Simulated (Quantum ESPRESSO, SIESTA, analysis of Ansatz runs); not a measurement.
# LiF (Fm-3m):O_F, a ladder of methods on one cell (SIESTA)

We place the charge-transition levels of O_F in LiF (Fm-3m) with atom-centred orbitals, then repeat the energies at other levels of method to see what holds. Model: a cell of 54 host atoms with 1 F taken out and 1 O put in.

Method: SIESTA numerical-orbital DFT, PBEsol, DZP basis, PseudoDojo 0.4.1 potentials converted to PSML; charged supercells in a uniform background, point-charge correction with alignment at far sites, in SIESTA 5.4.2.

### Step 1. The structure

The cell holds 54 atoms: 27 Li, 26 F and 1 O. Cell: a = 8.473 Å, b = 8.473 Å, c = 8.473 Å, α = 59.9°, β = 59.9°, γ = 59.9°. It derives from LiF (space group Fm-3m). Nearest the centre at fractional (0.500, 0.500, 0.500): O28 at 0.00 Å, Li33 at 2.00 Å, Li45 at 2.00 Å, Li29 at 2.00 Å, Li51 at 2.00 Å, Li47 at 2.00 Å, Li35 at 2.00 Å, F16 at 2.82 Å.

Structure file:

```xyz
54
Lattice="0.0054 5.9910 5.9910 5.9910 0.0054 5.9910 5.9910 5.9910 0.0054" Properties=species:S:1:pos:R:3 pbc="T T T"
Li    0.0000    0.0000    0.0000
F     1.9979    1.9979    1.9979
Li    1.9970    1.9970    0.0018
F     3.9949    3.9949    1.9997
Li    3.9940    3.9940    0.0036
F     5.9919    5.9919    2.0015
Li    1.9970    0.0018    1.9970
F     3.9949    1.9997    3.9949
Li    3.9940    1.9988    1.9988
F     5.9919    3.9967    3.9967
Li    5.9910    3.9958    2.0006
F     7.9889    5.9937    3.9985
Li    3.9940    0.0036    3.9940
F     5.9919    2.0015    5.9919
Li    5.9910    2.0006    3.9958
F     7.9889    3.9985    5.9937
Li    7.9880    3.9976    3.9976
F     9.9859    5.9955    5.9955
Li    0.0018    1.9970    1.9970
F     1.9997    3.9949    3.9949
Li    1.9988    3.9940    1.9988
F     3.9967    5.9919    3.9967
Li    3.9958    5.9910    2.0006
F     5.9937    7.9889    3.9985
Li    1.9988    1.9988    3.9940
F     3.9967    3.9967    5.9919
Li    3.9958    3.9958    3.9958
O     5.9937    5.9937    5.9937
Li    5.9928    5.9928    3.9976
F     7.9907    7.9907    5.9955
Li    3.9958    2.0006    5.9910
F     5.9937    3.9985    7.9889
Li    5.9928    3.9976    5.9928
F     7.9907    5.9955    7.9907
Li    7.9898    5.9946    5.9946
F     9.9877    7.9925    7.9925
Li    0.0036    3.9940    3.9940
F     2.0015    5.9919    5.9919
Li    2.0006    5.9910    3.9958
F     3.9985    7.9889    5.9937
Li    3.9976    7.9880    3.9976
F     5.9955    9.9859    5.9955
Li    2.0006    3.9958    5.9910
F     3.9985    5.9937    7.9889
Li    3.9976    5.9928    5.9928
F     5.9955    7.9907    7.9907
Li    5.9946    7.9898    5.9946
F     7.9925    9.9877    7.9925
Li    3.9976    3.9976    7.9880
F     5.9955    5.9955    9.9859
Li    5.9946    5.9946    7.9898
F     7.9925    7.9925    9.9877
Li    7.9916    7.9916    7.9916
F     9.9895    9.9895    9.9895
```

Screening for the image-charge correction: ε∞ = 2.08, ε0 = 9.41, from a response run on this crystal (DFPT, PBEsol, Quantum ESPRESSO) at that run's own cell.

The cell's shortest repeat is 8.5 Å.

The primitive cell was relaxed at this level beforehand, to 15.91 Å³.

The defect-free supercell was relaxed beforehand, from displaced atoms: they ended at most 0.01 Å from the sites they started about, so the symmetric structure holds.

### Step 2. Band edges

Levels are counted from the valence top, which comes from the unit cell, dense mesh; the energy of the host comes from the defect-free supercell at the defects' own k-points, so that the host's part of the sampling error cancels.

host.fdf reads:

```
SystemName                      LiF
SystemLabel                     host
NumberOfSpecies                 2
NumberOfAtoms                   2
%block ChemicalSpeciesLabel
  1    3 Li
  2    9 F
%endblock ChemicalSpeciesLabel
LatticeConstant                 1.0 Ang
%block LatticeVectors
     0.001805000     1.996990000     1.996990000
     1.996990000     0.001805000     1.996990000
     1.996990000     1.996990000     0.001805000
%endblock LatticeVectors
AtomicCoordinatesFormat         Fractional
%block AtomicCoordinatesAndAtomicSpecies
     0.000000000     0.000000000     0.000000000  1
     0.499999625     0.499999625     0.499999625  2
%endblock AtomicCoordinatesAndAtomicSpecies
%block kgrid.MonkhorstPack
   14   0   0  0.00
    0  14   0  0.00
    0   0  14  0.00
%endblock kgrid.MonkhorstPack
XC.Functional                   GGA
XC.Authors                      PBEsol
PAO.BasisSize                   DZP
PAO.EnergyShift                 0.005 Ry
Mesh.Cutoff                     300 Ry
%block PAO.PolarizationScheme
  Li non-perturbative
%endblock PAO.PolarizationScheme
OccupationFunction              FD
ElectronicTemperature           0.01 eV
MaxSCFIterations                150
SCF.MustConverge                true
SCF.Mixer.Method                Pulay
SCF.Mixer.Weight                0.2
SCF.Mixer.History               10
SCF.DM.Tolerance                1.0e-4
SCF.H.Tolerance                 1.0e-3 eV
WriteForces                     true
Charge.Mulliken                 end
```

Launch:

```sh
> OMP_NUM_THREADS=1 siesta host.fdf > host.out
```

Log:

```text
Version         : 5.4.2

                           ***********************
                           *  WELCOME TO SIESTA  *
                           ***********************

[...]
reinit: Reading from file host.fdf

reinit: -----------------------------------------------------------------------
reinit: System Name: LiF
reinit: -----------------------------------------------------------------------
reinit: System Label: host
reinit: -----------------------------------------------------------------------

initatom: Reading input for the pseudopotentials and atomic orbitals ----------
Species number:   1 Atomic number:    3 Label: Li
Species number:   2 Atomic number:    9 Label: F

[... pseudopotential checks and orbital generation ...]

prinput: Basis input

PAO.BasisType split

%block ChemicalSpeciesLabel
    1    3 Li                      # Species index, atomic number, species label
    2    9 F                       # Species index, atomic number, species label
%endblock ChemicalSpeciesLabel

%block PAO.Basis                 # Define Basis set
# WARNING: This information might be incomplete!
[...]
(Free)E + p*V (eV/cell)     -866.3147
Target enthalpy (eV/cell)     -866.3045
[...]
siesta: Final energy (eV):
siesta:  Band Struct. =    -266.793544
siesta:       Kinetic =     585.898473
siesta:       Hartree =     222.394365
siesta:         Exch. =    -181.825111
siesta:         Corr. =     -12.380846
siesta:   Exch.-corr. =    -194.205957
siesta:  Ion-electron =   -1069.731995
siesta:       Ion-ion =    -410.659384
siesta:         Total =    -866.304498
siesta:         Fermi =     -10.002826
[...]
siesta: Stress tensor (static) (eV/Ang**3):
siesta:     0.000638    0.000244    0.000244
siesta:     0.000244    0.000638    0.000244
siesta:     0.000244    0.000244    0.000638
[...]
siesta: Cell volume =         15.906274 Ang**3
[...]
siesta: Pressure (static):
siesta:                Solid            Molecule  Units
siesta:          -0.00000695         -0.00000696  Ry/Bohr**3
siesta:          -0.00063831         -0.00063875  eV/Ang**3
siesta:          -1.02268603         -1.02339718  kBar
[...]
mulliken: Qtot =       10.000

Mulliken Atomic Populations:
Atom #   charge [q] valence [e]  Species
     1     0.505882    2.494118  Li
     2    -0.505882    7.505882  F
 Total    -0.000000

Job completed
```

It took 30 s on 1 MPI rank of Arm Neoverse V2, shared host; peak memory 0.21 GiB.

The gap at this level is 9.10 eV.

Test of the sampling: at one point at (¼, ¼, ¼) the host's energy lies under 1 meV an atom above its value on the primitive cell's dense mesh, close enough for the relaxations.

[end of part 1 of 3]

[Logs are printed without paths, hosts, clocks, repeated set-up lines and the standing remarks that a program may print on its own settings, such as how far it seeks lower states.]

[Hosts, paths, dates, database ids (printed as entryN), source tags and the programs' standing remarks are cut or masked in the printed files.]

[For some hosts the program warned that the k-mesh of the response run may be too coarse for force constants and the static dielectric constant; such warnings are not shown here.]

[Charge tables in the logs are Mulliken or Hirshfeld populations, whose sizes and signs can differ; where basis functions stand at a vacancy, SIESTA counts their charge against the missing atom's valence.]

[In relaxation paths of CP2K, step 0 can be the structure after the first move, since the trajectory file begins there, and the last row can be the final structure solved once more.]
